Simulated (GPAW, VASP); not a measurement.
This is a calculation of CdS (Greenockite) for GPAW 26.7.0 (ASE script). 

The input run.py:

```python
from ase import Atoms
from ase.dft.bandgap import bandgap
from ase.io import write
from ase.units import GPa
from gpaw import GPAW, PW

atoms = Atoms(['Cd', 'Cd', 'S', 'S'],
              cell=[[4.15, 0.0, 0.0],
                    [-2.075, 3.5940054257, 0.0],
                    [0.0, 0.0, 6.737]],
              scaled_positions=[[0.6666666667, 0.3333333333, 0.5],
                                [0.3333333333, 0.6666666667, 0.0],
                                [0.6666666667, 0.3333333333, 0.875],
                                [0.3333333333, 0.6666666667, 0.375]],
              pbc=True)

calc = GPAW(mode=PW(600),
            xc='PBE',
            kpts={'size': (7, 7, 4), 'gamma': True},
            occupations={'name': 'methfessel-paxton', 'order': 0, 'width': 0.013000000000000001},
            nbands=31,
            convergence={'density': 1e-05, 'energy': 1e-05},
            maxiter=150,
            txt='gpaw.txt')
atoms.calc = calc
energy = atoms.get_potential_energy()
forces = atoms.get_forces()
stress = atoms.get_stress()
calc.write('gs.gpw')
write('result.traj', atoms)
print(f'Energy: {energy:.6f} eV')
print('Forces (eV/A):')
print(forces.round(4))
print('Stress (GPa):', (stress / GPa).round(3))
print('Fermi level:', round(calc.get_fermi_level(), 4), 'eV')
print(f'Gap: {bandgap(calc)[0]:.4f} eV, direct: {bandgap(calc, direct=True)[0]:.4f} eV')
```

Potentials or basis: GPAW PAW data sets (gpaw-data 1.2.1), pw.

The run is started by

```bash
$ OMP_NUM_THREADS=1 python run.py
```

Q: Translate it to VASP 6.6.1. Potentials or basis there: PBE PAW files Cd, S, 520 eV.

A: As run (cutoffs and basis follow the program's own potentials, and thresholds, step limits or extra output files can differ):

INCAR

```
  PREC = Accurate
  ENCUT = 520
  EDIFF = 1E-6
  ISMEAR = 0
  SIGMA = 0.013000000000000001
  LREAL = False
  LASPH = True
  NELM = 80
  ALGO = Normal
  ISIF = 2
  LWAVE = False
  LCHARG = False
  GGA = PE
```

KPOINTS

```
regular mesh
0
Gamma
  7 7 4
```

POSCAR

```
CdS
1.0
    4.1500000000      0.0000000000      0.0000000000
   -2.0750000000      3.5940054257      0.0000000000
    0.0000000000      0.0000000000      6.7370000000
Cd S
2 2
Direct
    0.6666666667      0.3333333333      0.5000000000
    0.3333333333      0.6666666667      0.0000000000
    0.6666666667      0.3333333333      0.8750000000
    0.3333333333      0.6666666667      0.3750000000
```

Potentials or basis: VASP PAW PBE potentials, release 64 (Cd, S).

Command:

```console
$ cat potpaw_PBE.64/Cd/POTCAR potpaw_PBE.64/S/POTCAR > POTCAR
$ mpirun -np 1 vasp_std > vasp.out
```

Both were run:

|  | GPAW | VASP |
| --- | --- | --- |
| Pressure | 1.8 GPa | 2.4 GPa |
| Largest force | 0.067 eV/Å | 0.069 eV/Å |

Pressure is positive in compression.
